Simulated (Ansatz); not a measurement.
# TiO2: the cost of one run

Method: DFT PBEsol, frozen-core PAW, scalar-relativistic unless said, in Ansatz 0.2.0.

### 1 Starting point

It takes space group P4_2/mnm (No. 136, tetragonal). The conventional cell has a = 4.592 Å, b = 4.592 Å, c = 2.957 Å, α = 90.00°, β = 90.00°, γ = 90.00°. Ti (site symmetry mmm) is surrounded by 6 O at 1.95 to 1.98 Å. O (site symmetry m2m) is surrounded by 3 Ti at 1.95 to 1.98 Å.

Coordinates:

```xyz
6
Lattice="4.5922 0.0000 0.0000 0.0000 4.5922 0.0000 0.0000 0.0000 2.9574" Properties=species:S:1:pos:R:3 pbc="T T T"
Ti    0.0000    0.0000    0.0000
Ti    2.2961    2.2961    1.4787
O     1.4004    1.4004    0.0000
O     0.8957    3.6965    1.4787
O     3.1918    3.1918    0.0000
O     3.6965    0.8957    1.4787
```

Cartesian axes are those of the input's lattice vectors. The structure goes back to a database entry.

### 2 Cell and atoms relaxed, PAW

Contents of input.yaml:

```yaml
crystal:
  lattice:
    - [4.5922, 0.0, 0.0]
    - [0.0, 4.5922, 0.0]
    - [0.0, 0.0, 2.9574]
  atoms:
    - { symbol: Ti, position: [0.0, 0.0, 0.0] }
    - { symbol: Ti, position: [0.5, 0.5, 0.5] }
    - { symbol: O, position: [0.30496, 0.30496, 0.0] }
    - { symbol: O, position: [0.19504, 0.80496, 0.5] }
    - { symbol: O, position: [0.69504, 0.69504, 0.0] }
    - { symbol: O, position: [0.80496, 0.19504, 0.5] }
kpoints:
  mp_grid: { grid: [8, 8, 12] }
scf:
  occupations: { method: fermi_dirac, width: 0.1 }
hamiltonian:
  xc: pbesol
  pseudopotentials: { kind: paw }
relax:
  f_tol: 0.002
  max_steps: 80
  cell: {}
output:
  forces: true
  stress: true
  write_density: true
  write_potential: true
  elf: true
  volumetric_format: npy
```

Run with:

```console
> ansatz run input.yaml --threads 1 --pin off --max-ram 3072MiB --backend cpu --events-out ev --progress --plain --runs-dir out
```

What time and memory should one allow on 1 thread of Intel Xeon Platinum 8488C (Sapphire Rapids), shared host?

About 58 s, with a peak of 0.5 GiB.
